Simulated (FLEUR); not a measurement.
# AlPt (Pm-3m) in FLEUR: convergence with k mesh

Aim: find how far k mesh must go before the results for AlPt settle, at LDA. This setting moves, with any that are tied to it; all else stays.

All numbers are computed with FLEUR MaX-R8.1 (later development tree); they aren't measurements. Logs are shortened: lines on timing, memory, paths and dates and some standing lists are left out, and cuts for length are marked.

### 1 Starting point

The structure is cubic, space group Pm-3m (No. 221). Conventional cell: a = 3.092 Å, b = 3.092 Å, c = 3.092 Å, α = 90.00°, β = 90.00°, γ = 90.00°. Pt (site symmetry m-3m) is surrounded by 8 Al at 2.68 Å. Al (site symmetry m-3m) is surrounded by 8 Pt at 2.68 Å.

Measurements of this composition are mostly on another form, of space group No. 198.

### 2 With k mesh 2 × 2 × 2

Input file inp.xml:

```xml
<?xml version="1.0" encoding="UTF-8" standalone="no"?>
<fleurInput fleurInputVersion="0.39">
   <comment>
      AlPt                                                                                                
   </comment>
   <calculationSetup>
      <cutoffs Kmax="5.21" Gmax="16.2" GmaxXC="16.2" numbands="0"/>
      <scfLoop itmax="60" minDistance="0.00001" maxIterBroyd="15" imix="Anderson" alpha="0.05" precondParam="0.0" spinf="2.0" sdNocoIR="T"/>
      <coreElectrons ctail="T" frcor="F" kcrel="0" coretail_lmax="0"/>
      <xcFunctional name="vwn" relativisticCorrections="F"/>
      <magnetism jspins="1"/>
      <soc l_soc="F" theta="0.0" phi="0.0" spav="F"/>
      <expertModes spex="0" secvar="F"/>
      <geometryOptimization l_f="T" forcealpha="1.0" forcemix="BFGS" epsdisp="0.0005" epsforce="0.0002"/>
      <ldaU l_linMix="F" mixParam="0.05" spinf="1.0"/>
   </calculationSetup>
   <cell>
      <bzIntegration valenceElectrons="29.0" mode="hist" fermiSmearingEnergy="0.00183747">
         <kPointListSelection listName="default-1"/>
         <!-- k-points included here -->
         <xi:include xmlns:xi="http://www.w3.org/2001/XInclude" href="kpts.xml"> </xi:include>
      </bzIntegration>
      <!-- symmetry operations included here -->
      <xi:include xmlns:xi="http://www.w3.org/2001/XInclude" href="sym.xml"> </xi:include>
      <bulkLattice scale="1.0">
         <bravaisMatrix>
            <row-1>    5.8421752416026314     0.0000000000000000     0.0000000000000000</row-1>
            <row-2>    0.0000000000000000     5.8421752416026314     0.0000000000000000</row-2>
            <row-3>    0.0000000000000000     0.0000000000000000     5.8421752416026314</row-3>
         </bravaisMatrix>
      </bulkLattice>
   </cell>
   <atomSpecies>
      <species name="Platinum (Pt)" element="Pt" atomicNumber="78">
         <mtSphere radius="2.59" gridPoints="879" logIncrement="0.015"/>
         <atomicCutoffs lmax="10" lnonsphr="10"/>
         <electronConfig flipSpins="F">
            <coreConfig>(1s1/2) (2s1/2) (2p1/2) (2p3/2) (3s1/2) (3p1/2) (3p3/2) (4s1/2) (3d3/2) (3d5/2) (4p1/2) (4p3/2) (4d3/2) (4d5/2) (4f5/2) (4f7/2)</coreConfig>
            <valenceConfig>(5s1/2) (5p1/2) (5p3/2) (6s1/2) (5d3/2) (5d5/2)</valenceConfig>
            <stateOccupation state="(6s1/2)" spinUp="0.500000" spinDown="0.500000"/>
            <stateOccupation state="(5d3/2)" spinUp="1.800000" spinDown="1.800000"/>
            <stateOccupation state="(5d5/2)" spinUp="2.700000" spinDown="2.700000"/>
         </electronConfig>
         <energyParameters s="6" p="6" d="5" f="5"/>
         <lo type="SCLO" l="0" n="5" eDeriv="0"/>
         <lo type="SCLO" l="1" n="5" eDeriv="0"/>
         <lo type="SCLO" l="1" n="5" eDeriv="1"/>
         <lo type="SCLO" l="2" n="5" eDeriv="2"/>
         <lo type="SCLO" l="3" n="5" eDeriv="2"/>
      </species>
      <species name="Aluminum (Al)" element="Al" atomicNumber="13">
         <mtSphere radius="1.88" gridPoints="629" logIncrement="0.018"/>
         <atomicCutoffs lmax="8" lnonsphr="8"/>
         <electronConfig flipSpins="F">
            <coreConfig>(1s1/2)</coreConfig>
            <valenceConfig>(2s1/2) (2p1/2) (2p3/2) (3s1/2) (3p1/2) (3p3/2)</valenceConfig>
            <stateOccupation state="(3p1/2)" spinUp="0.166667" spinDown="0.166667"/>
            <stateOccupation state="(3p3/2)" spinUp="0.333333" spinDown="0.333333"/>
         </electronConfig>
         <energyParameters s="3" p="3" d="3" f="4"/>
         <lo type="SCLO" l="0" n="2" eDeriv="0"/>
         <lo type="SCLO" l="1" n="2" eDeriv="0"/>
         <lo type="SCLO" l="2" n="3" eDeriv="2"/>
         <lo type="SCLO" l="3" n="4" eDeriv="2"/>
      </species>
   </atomSpecies>
   <atomGroups>
      <atomGroup species="Platinum (Pt)">
         <relPos label="                   1">1.000/2.000 1.000/2.000 1.000/2.000</relPos>
         <force calculate="T" relaxXYZ="TTT"/>
      </atomGroup>
      <atomGroup species="Aluminum (Al)">
         <relPos label="                   2">.0000000000 .0000000000 .0000000000</relPos>
         <force calculate="T" relaxXYZ="TTT"/>
      </atomGroup>
   </atomGroups>
   <output dos="F" band="F" slice="F">
      <checks vchk="F" cdinf="F"/>
      <bandDOS minEnergy="-.5*Htr" maxEnergy="0.5*Htr" sigma="0.015" storeEVData="T"/>
      <vacuumDOS vacdos="F" integ="F" star="F" nstars="0" locx1="0.0" locy1="0.0" locx2="0.0" locy2="0.0" nstm="0" tworkf="0.0"/>
      <unfoldingBand unfoldBand="F" supercellX="1" supercellY="1" supercellZ="1"/>
      <plotting iplot="0" polar="F">
         <plot TwoD="T" vec1="  1.0  0.0  0.0" vec2="  0.0  1.0  0.0" vec3="  0.0  0.0  1.0" zero="  0.0  0.0  0.0" file="plot"/>
      </plotting>
      <chargeDensitySlicing numkpt="0" minEigenval="0.0" maxEigenval="0.0" nnne="0" pallst="F"/>
      <specialOutput eonly="F"/>
      <moessbauerParams electricFieldGradient="T" isomerShift="T" coreHyperfine="T" valenceHyperfine="T"/>
      <magneticCircularDichroism mcd="F" energyLo="-10.0" energyUp="0.0"/>
   </output>
  <!-- We include the file relax.xml here to enable relaxations (see documentation) -->
  <xi:include xmlns:xi="http://www.w3.org/2001/XInclude" href="relax.xml"> <xi:fallback/> </xi:include>
</fleurInput>
```

Input file crystal.txt:

```
AlPt
&input cartesian=F /
3.0915460000  0.0000000000  0.0000000000
0.0000000000  3.0915460000  0.0000000000
0.0000000000  0.0000000000  3.0915460000
1.8897261246
1.0 1.0 1.0

2
78 0.5000000000  0.5000000000  0.5000000000
13 0.0000000000  0.0000000000  0.0000000000

&kpt div1=2 div2=2 div3=2 gamma=T /
```

Potentials or basis: all-electron, FLAPW.

Run with:

```
inpgen -f crystal.txt -profile fastHighL
# inp.xml edited to the form shown
fleur_MPI
```

Run time: 3.5 s. Hardware: 1 thread of Arm Neoverse V1, shared host; peak memory 0.06 GiB.

The calculation stopped without meeting its thresholds.

### 3 With k mesh 4 × 4 × 4

inp.xml is that of step 2.

Changes to crystal.txt since step 2:

```diff
@@ -12,2 +12,2 @@
 
-&kpt div1=2 div2=2 div3=2 gamma=T /
+&kpt div1=4 div2=4 div3=4 gamma=T /
```

Potentials or basis: all-electron, FLAPW.

Run with:

```
inpgen -f crystal.txt -profile fastHighL
# inp.xml edited to the form shown
fleur_MPI
```

It took 5.9 s on 1 thread of Arm Neoverse V1, shared host; peak memory 0.06 GiB.

No converged result was reached.

### 4 With k mesh 5 × 5 × 5

inp.xml is that of step 3.

Changes to crystal.txt since step 3:

```diff
@@ -12,2 +12,2 @@
 
-&kpt div1=4 div2=4 div3=4 gamma=T /
+&kpt div1=5 div2=5 div3=5 gamma=T /
```

Potentials or basis: all-electron, FLAPW.

Run with:

```
inpgen -f crystal.txt -profile fastHighL
# inp.xml edited to the form shown
fleur_MPI
```

The log of the run:

```text
Welcome to FLEUR        (www.flapw.de)
      MaX-Release 8.1          (www.max-centre.eu)

 ========== k-point set info ==========
 Selected k-point list: default-1
 k-point list type: mesh
 5 x 5 x 5
 Number of k points: 10

 ------------Calculation Setup---------------------------
 Number of MPI-tasks      :            1
 Number of PE/node        :            1
 Number of OMP-threads    :            1
 Most efficient MPI parallelization for:
           1           2           5          10
 Additional eigenvalue parallelization possible
 Number of basis functions:          551
 Approximate size of matrices (H+S) per k-point:         0.005 GB
 --------------------------------------------------------
 Iteration:     1   Distance:      14.54718932 me/bohr^3
 Iteration:     2   Distance:      12.54894601 me/bohr^3
 Iteration:     3   Distance:       5.68622058 me/bohr^3
 Iteration:     4   Distance:       1.78647466 me/bohr^3
 Iteration:     5   Distance:       1.45325381 me/bohr^3
 Iteration:     6   Distance:       0.16061962 me/bohr^3
 Iteration:     7   Distance:       0.14029612 me/bohr^3
 Iteration:     8   Distance:       0.07973146 me/bohr^3
 Iteration:     9   Distance:       0.01086431 me/bohr^3
 Iteration:    10   Distance:       0.01174165 me/bohr^3
 Iteration:    11   Distance:       0.00086476 me/bohr^3
 Iteration:    12   Distance:       0.00029553 me/bohr^3
 Iteration:    13   Distance:       0.00015800 me/bohr^3
 Iteration:    14   Distance:       0.00001088 me/bohr^3
 Iteration:    15   Distance:       0.00000422 me/bohr^3

 ********************************************************************
 Run finished successfully
 Stop message:
   Structural relaxation: Done
 ********************************************************************
```

out.xml (last iteration):

```text
<iteration numberForCurrentRun="   16" overallNumber="   16">
         <energyParameters units="Htr">
            <atomicEP atomType="1" spin="1" branch="6s" branchLowest="-3.13" branchHighest="1.46" value="0.2895143594"/>
            <atomicEP atomType="1" spin="1" branch="6p" branchLowest="-1.43" branchHighest="2.32" value="0.4585564637"/>
            <atomicEP atomType="1" spin="1" branch="5d" branchLowest="-10.64" branchHighest="0.58" value="0.3701547961"/>
            <atomicEP atomType="1" spin="1" branch="5f" branchLowest="-1.98" branchHighest="2.51" value="0.7496245111"/>
            <loAtomicEP atomType="1" spin="1" branch="5s" branchLowest="-24.85" branchHighest="-3.13" value="-3.1375459336"/>
            <loAtomicEP atomType="1" spin="1" branch="5p" branchLowest="-18.42" branchHighest="-1.43" value="-1.4911309450"/>
            <loAtomicEP atomType="1" spin="1" branch="5p" branchLowest="-18.42" branchHighest="-1.43" value="-1.4911309450"/>
            <loAtomicEP atomType="1" spin="1" branch="5d" branchLowest="-10.64" branchHighest="0.58" value="0.3558473774"/>
            <loAtomicEP atomType="1" spin="1" branch="5f" branchLowest="-1.98" branchHighest="2.51" value="0.7496158983"/>
            <atomicEP atomType="2" spin="1" branch="3s" branchLowest="-3.27" branchHighest="2.58" value="0.1475806638"/>
            <atomicEP atomType="2" spin="1" branch="3p" branchLowest="-1.87" branchHighest="2.98" value="0.2863007291"/>
            <atomicEP atomType="2" spin="1" branch="3d" branchLowest="-9.99" branchHighest="2.97" value="0.4532433768"/>
            <atomicEP atomType="2" spin="1" branch="4f" branchLowest="-9.99" branchHighest="5.69" value="0.6168883372"/>
            <loAtomicEP atomType="2" spin="1" branch="2s" branchLowest="-54.61" branchHighest="-3.27" value="-3.2870870855"/>
            <loAtomicEP atomType="2" spin="1" branch="2p" branchLowest="-9.99" branchHighest="-1.87" value="-1.8983642980"/>
            <loAtomicEP atomType="2" spin="1" branch="3d" branchLowest="-9.99" branchHighest="2.97" value="0.4532437761"/>
            <loAtomicEP atomType="2" spin="1" branch="4f" branchLowest="-9.99" branchHighest="5.69" value="0.6168907134"/>
         </energyParameters>
         <eigenvalues>
            <eigenvaluesAt spin="1" ikpt="1" k_x="0.00000000" k_y="0.00000000" k_z="0.00000000">
                      -3.2870061496       -3.1376587991       -1.8979920520       -1.8979920520       -1.8979920520
                      -1.4490148518       -1.4490148518       -1.4490148518        0.0764796797        0.2954531800
                       0.2954531800        0.4037443514        0.4037443514        0.4037443514        0.6412417435
                       0.6412417435        0.6412417435        0.8353922913        0.8353922913        0.8461868662
                       1.1536394335        1.1536394335        1.1536394335
            </eigenvaluesAt>
            <eigenvaluesAt spin="1" ikpt="2" k_x="0.00000000" k_y="0.00000000" k_z="0.20000000">
                      -3.2870031327       -3.1376325769       -1.8980448026       -1.8979859776       -1.8979859776
                      -1.4499922467       -1.4489412898       -1.4489412898        0.1028588951        0.3016879772
                       0.3022808980        0.3824348562        0.3824348562        0.4061747946        0.5407667554
                       0.6851523896        0.6851523896        0.7935978577        0.8502326715        0.9854982913
                       1.0481864384        1.0481864384        1.1608206871
            </eigenvaluesAt>
[... 56 lines left out ...]
               <shell n="3" l="0" isomerShift="59535.61109"/>
               <shell n="3" l="1" isomerShift="4653.32383"/>
               <shell n="4" l="0" isomerShift="15105.63285"/>
               <shell n="3" l="2" isomerShift="0.00190"/>
               <shell n="4" l="1" isomerShift="1160.94485"/>
               <shell n="4" l="2" isomerShift="0.00050"/>
               <shell n="4" l="3" isomerShift="0.00000"/>
            </coreIsomerShift>
            <coreIsomerShift atomType="2" isTotal="1388.87001">
               <shell n="1" l="0" isomerShift="1388.87001"/>
            </coreIsomerShift>
            <isomerShift atomType="1" nucleusRadius="0.0001370" averageDensity="2120432.53693"/>
            <isomerShift atomType="2" nucleusRadius="0.0000708" averageDensity="1486.65556"/>
            <electricFieldGradient atomType="1" VXX="0.00000" VYY="0.00000" VZZ="0.00000" asymParam="0.00000">
            </electricFieldGradient>
            <electricFieldGradient atomType="2" VXX="0.00000" VYY="0.00000" VZZ="0.00000" asymParam="0.00000">
            </electricFieldGradient>
         </moessbauerParams>
         <totalEnergy                                    value="   -18678.4786457520" units="Htr">
            <sumOfEigenvalues                            value="   -11441.7657649660">
               <coreElectrons value="-11413.1869384118"/>
               <valenceElectrons value="-28.5788265542"/>
            </sumOfEigenvalues>
            <densityCoulombPotentialIntegral value="-32292.9564820529"/>
            <densityEffectivePotentialIntegral value="-32777.0605010367"/>
            <chargeDenXCDenIntegral value="-364.7588248964"/>
            <FockExchangeEnergyValence value="0.0000000000"/>
            <FockExchangeEnergyCore value="0.0000000000"/>
            <atomTypeDependentContributions atomType="1">
               <electronNucleiInteractionDifferentMTs value="23174.7608460058"/>
               <MadelungTerm value="-33.9726915372"/>
            </atomTypeDependentContributions>
            <atomTypeDependentContributions atomType="2">
               <electronNucleiInteractionDifferentMTs value="284.3482463243"/>
               <MadelungTerm value="-9.4545320325"/>
            </atomTypeDependentContributions>
            <tkbTimesEntropy value="0.0003157792"/>
            <freeEnergy value="-18678.4789615311"/>
            <extrapolationTo0K value="-18678.4788036415"/>
         </totalEnergy>
         <totalForcesOnRepresentativeAtoms units="Htr/bohr">
            <forceTotal atomType="1" x="2.921088" y="2.921088" z="2.921088" F_x="0.00000000" F_y="0.00000000" F_z="0.00000000"/>
            <forceTotal atomType="2" x="0.000000" y="0.000000" z="0.000000" F_x="0.00000000" F_y="0.00000000" F_z="0.00000000"/>
         </totalForcesOnRepresentativeAtoms>
      </iteration>
```

It took 30 s on 1 thread of Arm Neoverse V1, shared host; peak memory 0.06 GiB.

Results:

- Free energy: -508267.3055 eV
- Band gap on the k mesh: none (metal or under the smearing width)
- Valence electrons inside the program's atomic spheres: Pt 16.98; Al 8.68 (radii Pt 2.59, Al 1.88 bohr)

### 5 With k mesh 6 × 6 × 6

inp.xml is that of step 4.

Changes to crystal.txt since step 4:

```diff
@@ -12,2 +12,2 @@
 
-&kpt div1=5 div2=5 div3=5 gamma=T /
+&kpt div1=6 div2=6 div3=6 gamma=T /
```

Run with:

```
inpgen -f crystal.txt -profile fastHighL
# inp.xml edited to the form shown
fleur_MPI
```

It took 51 s on 1 thread of Arm Neoverse V1, shared host; peak memory 0.06 GiB.

What came out:

```
Free energy                                           : -508267.2996 eV
Band gap on the k mesh                                : none (metal or under the smearing width)
Valence electrons inside the program's atomic spheres : Pt 16.97; Al 8.68 (radii Pt 2.59, Al 1.88 bohr)
```

### 6 With k mesh 8 × 8 × 8

inp.xml is that of step 5.

Changes to crystal.txt since step 5:

```diff
@@ -12,2 +12,2 @@
 
-&kpt div1=6 div2=6 div3=6 gamma=T /
+&kpt div1=8 div2=8 div3=8 gamma=T /
```

Potentials or basis: all-electron, FLAPW.

Run with:

```
inpgen -f crystal.txt -profile fastHighL
# inp.xml edited to the form shown
fleur_MPI
```

Run time: 95 s. Hardware: 1 thread of Arm Neoverse V1, shared host; peak memory 0.06 GiB.

What came out:

| Property | Result |
| --- | --- |
| Free energy | -508267.3076 eV |
| Band gap on the k mesh | none (metal or under the smearing width) |
| Valence electrons inside the program's atomic spheres | Pt 16.97; Al 8.68 (radii Pt 2.59, Al 1.88 bohr) |

### 7 With k mesh 9 × 9 × 9

inp.xml is that of step 6.

Changes to crystal.txt since step 6:

```diff
@@ -12,2 +12,2 @@
 
-&kpt div1=8 div2=8 div3=8 gamma=T /
+&kpt div1=9 div2=9 div3=9 gamma=T /
```

Run with:

```
inpgen -f crystal.txt -profile fastHighL
# inp.xml edited to the form shown
fleur_MPI
```

Wall time 1.7 min (1 thread of Arm Neoverse V1, shared host); peak memory 0.06 GiB.

Results:

- Free energy: -508267.3118 eV
- Band gap on the k mesh: none (metal or under the smearing width)
- Valence electrons inside the program's atomic spheres: Pt 16.97; Al 8.68 (radii Pt 2.59, Al 1.88 bohr)

### 8 With k mesh 11 × 11 × 11

inp.xml is that of step 7.

Changes to crystal.txt since step 7:

```diff
@@ -12,2 +12,2 @@
 
-&kpt div1=9 div2=9 div3=9 gamma=T /
+&kpt div1=11 div2=11 div3=11 gamma=T /
```

Run with:

```
inpgen -f crystal.txt -profile fastHighL
# inp.xml edited to the form shown
fleur_MPI
```

Run time: 2.6 min. Hardware: 1 thread of Arm Neoverse V1, shared host; peak memory 0.07 GiB.

Results:

- Free energy: -508267.3108 eV
- Band gap on the k mesh: none (metal or under the smearing width)
- Valence electrons inside the program's atomic spheres: Pt 16.98; Al 8.68 (radii Pt 2.59, Al 1.88 bohr)

### 9 With k mesh 14 × 14 × 14

inp.xml is that of step 8.

Changes to crystal.txt since step 8:

```diff
@@ -12,2 +12,2 @@
 
-&kpt div1=11 div2=11 div3=11 gamma=T /
+&kpt div1=14 div2=14 div3=14 gamma=T /
```

Potentials or basis: all-electron, FLAPW.

Run with:

```
inpgen -f crystal.txt -profile fastHighL
# inp.xml edited to the form shown
fleur_MPI
```

Run time: 5.5 min. Hardware: 1 thread of Arm Neoverse V1, shared host; peak memory 0.07 GiB.

Results:

- Free energy: -508267.3109 eV
- Band gap on the k mesh: none (metal or under the smearing width)
- Valence electrons inside the program's atomic spheres: Pt 16.97; Al 8.68 (radii Pt 2.59, Al 1.88 bohr)

### 10 Result

```csv
k mesh,"energy less the tightest run, at zero smearing (meV/atom)",SCF cycles,CPU time (s),peak memory (GiB)
2 × 2 × 2,not converged,-,-,-
4 × 4 × 4,not converged,-,-,-
5 × 5 × 5,3.15,16,30,0.06
6 × 6 × 6,5.59,15,51,0.06
8 × 8 × 8,2.26,17,95,0.06
9 × 9 × 9,-0.39,18,100,0.06
11 × 11 × 11,-0.24,18,160,0.07
14 × 14 × 14,0.00,18,330,0.07
```

Against the tightest run, the energy stays within 1 meV/atom from 9 × 9 × 9 on. Meshes of other sizes hit other points, so gaps and Fermi surfaces needn't settle smoothly. The tightest run that finished is the yardstick and may itself not be fully converged.
